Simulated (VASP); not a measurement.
**VASP 6.6.1 run: GaN**

INCAR

```
SIGMA = 0.02
EDIFF = 1E-7
LREAL = .FALSE.
LCHARG = .FALSE.
ISMEAR = -1
NELM = 81
NSW = 0
NBANDS = 16
LWAVE = .FALSE.
ENCUT = 520
PREC = Accurate
GGA = PE
LASPH = .TRUE.
IBRION = -1
ISIF = 2
```

KPOINTS

```
KPOINTS created by Atomic Simulation Environment
0
Gamma
1 1 1
0 0 0
```

POSCAR

```
Ga N
 1.0000000000000000
     0.0000000000000000    2.2489525411000000    2.2264630156999998
     2.2489525411000000    0.0000000000000000    2.2264630156999998
     2.2489525411000000    2.2489525411000000    0.0000000000000000
 Ga  N
   1   1
Cartesian
  0.0000000000000000  0.0000000000000000  0.0000000000000000
  1.1244762705500000  1.1244762705500000  1.1132315078499999
```

The recommended PBE PAW datasets give the neutral cell 18 valence electrons.

Command

```
mpirun -np 1 vasp_std
```

OSZICAR

```
N       E                     dE             d eps       ncg     rms          rms(c)
DAV:   1     0.111267342225E+03    0.11127E+03   -0.97118E+03    32   0.224E+03
DAV:   2     0.304038092844E+01   -0.10823E+03   -0.99576E+02    32   0.324E+02
DAV:   3    -0.385510110855E+01   -0.68955E+01   -0.68812E+01    32   0.773E+01
DAV:   4    -0.394260301999E+01   -0.87502E-01   -0.87454E-01    48   0.889E+00
DAV:   5    -0.394355113275E+01   -0.94811E-03   -0.94810E-03    32   0.844E-01    0.147E+01
DAV:   6     0.432304431767E+01    0.82666E+01   -0.19450E+01    48   0.734E+01    0.404E+00
DAV:   7     0.441081800350E+01    0.87774E-01   -0.26719E+00    32   0.117E+01    0.361E+00
DAV:   8     0.437793726193E+01   -0.32881E-01   -0.25066E-01    48   0.868E+00    0.702E-01
DAV:   9     0.439151385636E+01    0.13577E-01   -0.88431E-02    48   0.493E+00    0.200E-01
DAV:  10     0.439131994007E+01   -0.19392E-03   -0.32157E-03    32   0.540E-01    0.908E-02
DAV:  11     0.439100737490E+01   -0.31257E-03   -0.28562E-04    56   0.145E-01    0.399E-02
DAV:  12     0.439098641346E+01   -0.20961E-04   -0.23541E-05    32   0.957E-02    0.120E-02
DAV:  13     0.439098780230E+01    0.13888E-05   -0.10715E-05    56   0.466E-02    0.590E-03
DAV:  14     0.439098775887E+01   -0.43431E-07   -0.28792E-07    32   0.454E-03
   1 F= 0.43909878E+01 E0= 0.43909880E+01  d E =-.473318E-06
```

It converged. Results: gap between bands v and c on the k mesh 0.59 eV; least direct gap on the k mesh 0.59 eV; pressure 69.2 GPa. Band v is the last that the valence electrons fill when counted band by band, and c is the next.

**Question.** Find the fault in these files.

**Answer.** One k point for a small cell. On sound settings PBE gives a gap of 1.80 eV on its mesh and a pressure of 8.3 GPa for the intended cell. This run's energy (σ→0) differs from it by 8259 meV an atom.
